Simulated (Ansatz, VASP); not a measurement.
One calculation of SiO, two programs

INCAR

```
PREC     = Accurate       # precision mode
ENCUT    = 520            # plane-wave cutoff, eV
EDIFF    = 1E-6           # SCF threshold, eV
ISMEAR   = -1             # smearing method
SIGMA    = 0.05           # smearing width, eV
LREAL    = False          # projectors in reciprocal space
LASPH    = True           # aspherical terms in the spheres
NELM     = 60             # most SCF steps
ALGO     = Normal         # electronic algorithm
ISIF     = 2              # what is computed and relaxed
LWAVE    = False          # write WAVECAR
LCHARG   = False          # write CHGCAR
GGA      = PE             # functional
NBANDS   = 12             # bands
```

KPOINTS

```
Automatic mesh
0
Gamma
  9 9 9
```

POSCAR

```
SiO
1.0
    2.8069700000      0.0000000000      0.0000000000
    0.0000000000      2.8069700000      0.0000000000
    0.0000000000      0.0000000000      2.8069700000
Si O
1 1
Direct
    0.0000000000      0.0000000000      0.0000000000
    0.5000000000      0.5000000000      0.5000000000
```

File input.yaml:

```yaml
crystal:
  lattice:
    - [2.80697, 0.0, 0.0]
    - [0.0, 2.80697, 0.0]
    - [0.0, 0.0, 2.80697]
  atoms:
    - { symbol: Si, position: [0.0, 0.0, 0.0] }
    - { symbol: O, position: [0.5, 0.5, 0.5] }
hamiltonian:
  xc: pbe
  pseudopotentials: { kind: paw }
kpoints:
  mp_grid: { grid: [9, 9, 9] }
scf:
  occupations: { method: fermi_dirac, width: 0.05 }
output:
  forces: true
  stress: true
  eigenvalues: true
  write_density: true
  write_potential: true
  elf: true
  volumetric_format: npy
```

The cell was built by a generator and needn't be a form met in nature.

Alike in both runs: task single point; functional PBE; k mesh 9 × 9 × 9; occupations fermi-dirac, width 0.05 eV; no spin polarisation.

```csv
,VASP,Ansatz
version,VASP 6.6.1,Ansatz 0.2.0
potentials or method,"VASP PAW PBE potentials, release 64 (Si, O)",Ansatz PAW
plane-wave cutoff (eV),520,420
valence electrons in the cell,10,10
```

```csv
,VASP,Ansatz,Ansatz less VASP
gap on the k mesh at the Fermi level (eV),none,none,-
pressure (GPa),0.1,0.1,+0.02
```

A gap of «none» marks a metal or a gap that the smearing closes.

Caveats: the pressure holds a Pulay correction of +0.6 GPa for the finite cutoff (Ansatz).
